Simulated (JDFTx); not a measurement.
Set up this calculation in JDFTx 1.7.0 (patched build), as the native input.

```
Task                                    : relaxation of the atoms
Functional                              : LDA
Potentials or basis                     : PseudoDojo-SR-LDA-0.4.1-standard
Cutoff                                  : 435 eV
Density cutoff                          : 3483 eV
k mesh                                  : 8 × 8 × 8
Occupations                             : fermi-dirac, width 0.05 eV
Spin                                    : no spin polarisation
Bands                                   : 9
Density cutoff over wavefunction cutoff : 8
Max SCF steps                           : 100
SCF threshold on the energy             : 1e-10 Ha
Solver of the electrons                 : scf
Further solve for the empty bands       : no
```

Si:

```
Si
1.0
     0.00000    2.69691    2.69691
     2.66994    0.00000    2.69691
     2.66994    2.69691    0.00000
Si
2
Direct
  0.50000 0.50000 0.50000
  0.75000 0.75000 0.75000
```

The cell isn't the ideal one: relaxed cell strained by -0.01 in Voigt component 1.

The input as run:

Si.in

```
lattice \
    0.0000000000     5.0454557978     5.0454557978 \
    5.0964199978     0.0000000000     5.0964199978 \
    5.0964199978     5.0964199978     0.0000000000
coords-type Lattice
ion Si     0.5000000000     0.5000000000     0.5000000000 1
ion Si     0.7500000000     0.7500000000     0.7500000000 1

ion-species pseudo/Si.upf
elec-cutoff 16 128
elec-ex-corr lda-PW
kpoint-folding 8 8 8
elec-smearing Fermi 0.0018374661
elec-n-bands 9
electronic-SCF nIterations 100 energyDiffThreshold 1e-10
electronic-minimize nIterations 30 energyDiffThreshold 1e-7
forces-output-coords Cartesian
ionic-minimize nIterations 20 energyDiffThreshold 1e-8 knormThreshold 2e-5

dump-name run.$VAR
dump End Ecomponents EigStats BandEigs Kpoints Forces Stress
```

Potentials or basis: PseudoDojo-SR-LDA-0.4.1-standard.

The run is started by

```bash
$ jdftx -c 1 -i Si.in -o Si.out
```

It gave:

```yaml
Pressure_after_relaxing: 1.0 GPa
Band_gap_on_the_k_mesh: 0.37 eV, indirect (least direct gap 2.48 eV)
```

Caveat: the relaxation stopped at its first step, so nothing moved.

Run time: 33 s on 1 thread of Arm Neoverse V1 (shared host), peak memory 0.09 GiB.
